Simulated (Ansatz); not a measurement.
**AgCl: how the settings move a single-point run**

Question: which choices in the input matter for AgCl? The cell is built on a prototype (CsCl type) and needn't be the phase found in nature.

Program: Ansatz 0.2.0. Level of theory: reference: DFT, HSE06, plane waves, PAW. These are calculated values, not measurements.

1 further run of the same task is left out (for a known fault of the program).

## Step 1: The structure to begin with

It takes space group Pm-3m (No. 221, cubic). Conventional cell: a = 3.396 Å, b = 3.396 Å, c = 3.396 Å, α = 90.00°, β = 90.00°, γ = 90.00°. Ag (site symmetry m-3m) is surrounded by 8 Cl at 2.94 Å. Cl (site symmetry m-3m) is surrounded by 8 Ag at 2.94 Å.

As a file:

```cif
data_structure
_symmetry_space_group_name_H-M 'Pm-3m'
_symmetry_Int_Tables_number 221
_cell_length_a 3.3956
_cell_length_b 3.3956
_cell_length_c 3.3956
_cell_angle_alpha 90.000
_cell_angle_beta 90.000
_cell_angle_gamma 90.000
_cell_volume 39.15
loop_
_atom_site_label
_atom_site_type_symbol
_atom_site_symmetry_multiplicity
_atom_site_Wyckoff_symbol
_atom_site_fract_x
_atom_site_fract_y
_atom_site_fract_z
_atom_site_occupancy
Ag1 Ag 1 a 0.00000 0.00000 0.00000 1
Cl1 Cl 1 b 0.50000 0.50000 0.50000 1
```

## Step 2: Reference

Contents of input.yaml:

```yaml
crystal:
  lattice:
    - [3.3955880419, 0.0, 0.0]
    - [0.0, 3.3955880419, 0.0]
    - [0.0, 0.0, 3.3955880419]
  atoms:
    - { symbol: Ag, position: [0.0, 0.0, 0.0] }
    - { symbol: Cl, position: [0.5, 0.5, 0.5] }
kpoints:
  mp_grid: { grid: [4, 4, 4] }
hamiltonian:
  xc: hse06
scf:
  occupations: { method: fixed }
  n_extra_bands: 4
output:
  forces: true
  stress: true
  eigenvalues: true
  write_density: true
  write_potential: true
  elf: true
  volumetric_format: npy
```

Started as:

```console
> ansatz run input.yaml --threads 4 --pin off --max-ram 3686MiB --backend cpu --events-out ev --progress --plain --runs-dir out
```

## Step 3: Changing settings: xc pbe0

Edit input.yaml of step 2 so:

```diff
@@ -11,3 +11,3 @@
 hamiltonian:
-  xc: hse06
+  xc: pbe0
 scf:
@@ -19,5 +19 @@
   eigenvalues: true
-  write_density: true
-  write_potential: true
-  elf: true
-  volumetric_format: npy
```

## Step 4: Changed: exchange pbe, correlation pbe, coeff 0.35, omega 0.3

Edit input.yaml of step 2 so:

```diff
@@ -11,3 +11,3 @@
 hamiltonian:
-  xc: hse06
+  xc: { exchange: pbe, correlation: pbe, exx: { coeff: 0.35, omega: 0.3 } }
 scf:
@@ -19,5 +19 @@
   eigenvalues: true
-  write_density: true
-  write_potential: true
-  elf: true
-  volumetric_format: npy
```

## Step 5: Changing settings: exchange pbe, correlation pbe, coeff 0.3, omega 0.3

Edit input.yaml of step 2 so:

```diff
@@ -11,3 +11,3 @@
 hamiltonian:
-  xc: hse06
+  xc: { exchange: pbe, correlation: pbe, exx: { coeff: 0.3, omega: 0.3 } }
 scf:
@@ -19,5 +19 @@
   eigenvalues: true
-  write_density: true
-  write_potential: true
-  elf: true
-  volumetric_format: npy
```

## Step 6: Variant: exchange pbe, correlation pbe, coeff 0.4, omega 0.3

Edit input.yaml of step 2 so:

```diff
@@ -11,3 +11,3 @@
 hamiltonian:
-  xc: hse06
+  xc: { exchange: pbe, correlation: pbe, exx: { coeff: 0.4, omega: 0.3 } }
 scf:
@@ -19,5 +19 @@
   eigenvalues: true
-  write_density: true
-  write_potential: true
-  elf: true
-  volumetric_format: npy
```

## Step 7: Changed: eigensolver.kind dense

Edit input.yaml of step 2 so:

```diff
@@ -15,2 +15,3 @@
   n_extra_bands: 4
+  eigensolver: { kind: dense }
 output:
@@ -19,5 +20 @@
   eigenvalues: true
-  write_density: true
-  write_potential: true
-  elf: true
-  volumetric_format: npy
```

What does the calculation give? Wanted: for each run, ending; energy change; pressure; gap; force.

The runs gave:

| run | ending | energy change | pressure (GPa) | gap (eV) | force (eV/Å) | cycles | time |
| --- | --- | --- | --- | --- | --- | --- | --- |
| reference | converged | 0 | 1.5 | 2.02 | 0.00 | 13 | 8.1 s |
| 1: xc pbe0 | converged | not comparable | 1.3 | 2.73 | 0.00 | 13 | 7.6 s |
| 2: exchange pbe, correlation pbe, coeff 0.35, omega 0.3 | converged | not comparable | 1.5 | 2.31 | 0.00 | 15 | 8.8 s |
| 3: exchange pbe, correlation pbe, coeff 0.3, omega 0.3 | converged | not comparable | 1.5 | 2.05 | 0.00 | 13 | 8 s |
| 4: exchange pbe, correlation pbe, coeff 0.4, omega 0.3 | converged | not comparable | 1.4 | 2.57 | 0.00 | 15 | 8.9 s |
| 5: eigensolver.kind dense | converged | 0.0 meV/atom | 1.5 | 2.02 | 0.00 | 12 | 32 s |

Times don't compare one to one where runs were asked for different outputs or read a saved state (see the inputs); cycles may leave out searches for a lower state.

Residual by cycle in the longest SCF loop of each run; runs are numbered as in the table. The quantity is the density residual dr2, in eV.

| cycle | reference | run 1 | run 2 | run 3 | run 4 | run 5 |
| --- | --- | --- | --- | --- | --- | --- |
| 1 | 0.0408 | 0.0322 | 0.0694 | 0.0545 | 0.0859 | 0.0409 |
| 2 | 0.00468 | 0.00483 | 0.00808 | 0.00603 | 0.0103 | 0.00463 |
| 3 | 0.00176 | 0.0021 | 0.00341 | 0.00234 | 0.00458 | 0.00173 |
| 4 | 2.0e-4 | 2.3e-4 | 3.7e-4 | 2.6e-4 | 4.8e-4 | 2.0e-4 |
| 5 | 5.3e-5 | 8.3e-5 | 1.4e-4 | 7.7e-5 | 2.1e-4 | 5.1e-5 |
| 6 | 2.6e-6 | 1.6e-6 | 6.7e-6 | 3.4e-6 | 1.2e-5 | 2.5e-6 |

«eigensolver.kind dense» leaves the energy as it was. Of the variants the dearest is «eigensolver.kind dense» (32 s), the cheapest «xc pbe0» (7.6 s), on a shared host.
